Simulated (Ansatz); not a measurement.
# SiMo3: the cost of one run

Computed with Ansatz 0.2.0 (DFT PBE, scalar-relativistic, plane waves, PAW, unless a step's input says otherwise).

### Step 1. Starting point

The structure is hexagonal, space group P6/mmm (No. 191). Conventional cell: a = 4.031 Å, b = 4.031 Å, c = 4.254 Å, α = 90.00°, β = 90.00°, γ = 120.00°. Around Si (site symmetry 6/mmm) lie 8 Mo at 2.13 to 2.33 Å. Mo (site symmetry 6/mmm) is surrounded by 2 Si at 2.13 Å. Around Mo (site symmetry -6m2) lie 3 Mo at 2.33 Å and 3 Si at 2.33 Å.

Coordinates:

```cif
data_structure
_symmetry_space_group_name_H-M 'P6/mmm'
_symmetry_Int_Tables_number 191
_cell_length_a 4.0309
_cell_length_b 4.0309
_cell_length_c 4.2542
_cell_angle_alpha 90.000
_cell_angle_beta 90.000
_cell_angle_gamma 120.000
_cell_volume 59.86
loop_
_atom_site_label
_atom_site_type_symbol
_atom_site_symmetry_multiplicity
_atom_site_Wyckoff_symbol
_atom_site_fract_x
_atom_site_fract_y
_atom_site_fract_z
_atom_site_occupancy
Si1 Si 1 a 0.00000 0.00000 0.00000 1
Mo1 Mo 1 b 0.00000 0.00000 0.50000 1
Mo2 Mo 2 c 0.33333 0.66667 0.00000 1
```

This is candidate A: Li3N type (P6/mmm, No. 191).

(A quick probe on a coarse mesh, which set the mesh and smearing, is not shown.)

### Step 3. A loose first relaxation (candidate A)

File input.yaml:

```yaml
crystal:
  lattice:
    - [4.0309112613, 0.0, 0.0]
    - [-2.0154556307, 3.4908715528, 0.0]
    - [0.0, 0.0, 4.2542085443]
  atoms:
    - { symbol: Si, position: [0.0, 0.0, 0.0] }
    - { symbol: Mo, position: [0.0, 0.0, 0.5] }
    - { symbol: Mo, position: [0.3333333333, 0.6666666667, 0.0] }
    - { symbol: Mo, position: [0.6666666667, 0.3333333333, 0.0] }
basis:
  ecutwfc: 420
kpoints:
  mp_grid: { grid: [6, 6, 4] }
hamiltonian:
  xc: pbe
scf:
  occupations: { method: gaussian, width: 0.1 }
  lower_state_search: "off"
output:
  forces: true
  stress: true
  eigenvalues: true
relax:
  adjacent_minimum: "off"
  f_tol: 0.04
  max_steps: 70
  cell: { stress_tol: 0.4 }
```

The run is started by

```
$ ansatz run input.yaml --threads 1 --pin off --max-ram 2560MiB --backend cpu --events-out ev --progress --plain --runs-dir out
```

**Question.** How long does this run take on 1 thread of Intel Xeon 6975P-C (Granite Rapids), shared host, and how much memory does it need?

About 7.8 s, with a peak of 0.38 GiB.
